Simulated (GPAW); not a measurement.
# Si2Ni: single point with PBE

Crystal: Si2Ni.

```xyz
3
Lattice="0.0000 2.7030 2.7030 2.7030 0.0000 2.7030 2.7030 2.7030 0.0000" Properties=species:S:1:pos:R:3 pbc="T T T"
Ni    0.0000    0.0000    0.0000
Si    4.0545    4.0545    4.0545
Si    1.3515    1.3515    1.3515
```

* Program: GPAW 26.7.0
* Task: single point
* Functional: PBE
* Potentials or basis: GPAW PAW data sets (gpaw-data 1.2.1)
* Cutoff: 600 eV
* Basis: pw
* k mesh: 9 × 9 × 9
* Occupations: gaussian, width 0.021 eV
* Spin: collinear spin, ferromagnetic start
* Starting moments: [1.0, 0.0, 0.0] μB

```yaml
Pressure: 5.3 GPa
Band_gap_on_the_k_mesh: none (metal or under the smearing width)
Net_moment: 0.00 μB per cell
```

Levels at points of the mesh, in eV from the Fermi level:
Spin up:
```tsv
k point	band 9	band 10	band 11	band 12	band 13	band 14	band 15	band 16
(0.00, 0.00, 0.00)	-3.60	-0.40	1.71	1.71	1.71	2.15	2.15	2.15
```
Spin down:
```csv
k point,band 8,band 9,band 10,band 11,band 12,band 13,band 14,band 15,band 16,band 17
"(0.00, 0.00, 0.00)",-3.60,-3.60,-0.40,1.71,1.71,1.71,2.15,2.15,2.15,4.63
```

Run time: 64 s on 1 thread of Arm Neoverse V1 (shared host), peak memory 0.2 GiB.

Caveat: the stock nickel data set gives pressures a few GPa off other programs.
